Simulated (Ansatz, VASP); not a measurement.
One calculation of GaP, two programs

```
Ga P
1.0
     0.00000    2.72983    2.72983
     2.72983    0.00000    2.72983
     2.72983    2.72983    0.00000
Ga P
1 1
Direct
  0.00000 0.00000 0.00000
  0.75000 0.75000 0.75000
```

Alike in both runs: task single point; functional PBE; k mesh 8 × 8 × 8; occupations gaussian, width 0.02 eV; no spin polarisation.

|  | VASP | Ansatz |
| --- | --- | --- |
| version | VASP 6.6.1 | Ansatz 0.2.0 |
| potentials or method | VASP PAW PBE potentials, release 64 (Ga_d, P) | scalar-relativistic, plane waves, PAW |
| plane-wave cutoff (eV) | 520 | 420 |
| valence electrons in the cell | 18 | 18 |

VASP gave:

```
gap on the k mesh at the Fermi level (eV) : 1.65
least direct gap on the mesh (eV)         : 1.78
pressure (GPa)                            : 2.0
```

Task: Estimate Ansatz's values.

Result: gap on the k mesh at the Fermi level (eV): 1.65; least direct gap on the mesh (eV): 1.79; pressure (GPa): 2.1.

With one functional, cell and mesh, what is left measures potentials, basis and numerics.

A k mesh can miss the band edges.
